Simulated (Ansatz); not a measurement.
Structures of NaI: which is lowest?

Plane-wave DFT in Ansatz with scalar-relativistic PAW potentials, cutoff 420 eV, Γ-centred meshes chosen by cell and gap, Gaussian smearing with energies taken to zero width. Every cell was relaxed (cell and atoms) in a run of its own, within the symmetry of its start. Functional: PBEsol.

Relaxed structures (starts from databases or built by putting these elements on another compound's sites):
A. Fm-3m, 2 atoms in the computed cell, a = 6.401 Å; sites (symmetry × multiplicity) Na m-3m × 4, I m-3m × 4; start: database
B. P6_3/mmc, 4 atoms in the computed cell, a = 5.392 Å, c = 6.397 Å; sites (symmetry × multiplicity) Na -6m2 × 2, I -6m2 × 2; start: built
C. P6_3/mmc, 4 atoms in the computed cell, a = 4.461 Å, c = 7.609 Å; sites (symmetry × multiplicity) Na -3m. × 2, I -6m2 × 2; start: built

Question: Rank them by energy. Could pressure change the order?

Answer:
```tsv
structure	group	E − E(lowest) (meV/atom)	V (Å³/atom)	gap on mesh (eV)
A	Fm-3m	0.0	32.78	3.60
C	P6_3/mmc	11.2	32.79	3.51
B	P6_3/mmc	49	40.27	3.51
```

A is lowest, 11 meV/atom under C. The two lowest differ in volume by under 3 %, too little for a first-order estimate of what pressure does to that pair (other pairs aren't weighed here); with rigid cells even 3 % in favour of the higher one would need about 2 GPa. Other structures may lie lower than all of these, and vibrations aren't counted.

Spin-orbit coupling is left out, which matters for the bands of heavy elements.